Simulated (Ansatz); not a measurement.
**Ionic part of the dielectric constant of MgSe, mode by mode**

Theory: Ansatz, DFT PBE, scalar-relativistic, plane waves, PAW. Plane waves to 420 eV; Γ-centred k mesh 12×12×12; fixed occupations. No spin polarisation. Phonons by linear response, acoustic sum rule imposed.

Space group Fm-3m (No. 225), cubic, a = 5.508 Å. Mg is surrounded by 6 Se at 2.75 Å; Se is surrounded by 6 Mg at 2.75 Å.

The cell has the rock salt type, in a space group that the Crystallography Open Database lists for this formula; it was reached from a generator's guess.

The primitive cell has V = 41.78 Å³ and ε∞,zz = 6.616. Each polar mode adds Δε = (4.92064×10⁷/V)·S/ν² along z, with S its oscillator strength in e²/amu, ν in cm⁻¹ and V in Å³.

**Question.** From these modes, find each Δε and ε0,zz.
| ν (cm⁻¹) | S_zz (e²/amu) |
| --- | --- |
| 172.35 | 0.3315 |

**Answer.**
```
ν (cm⁻¹)     Δε
  172.35  13.14
```

The sum is 13.14, so ε0,zz = 19.76; the run's tensor has 19.76.

**Question.** Where do the longitudinal modes lie for a wave vector along z?

**Answer.** At 297.85 cm⁻¹. The Lyddane–Sachs–Teller product Π(ν_LO/ν_TO)² = 2.99 agrees with ε0/ε∞ = 2.99.
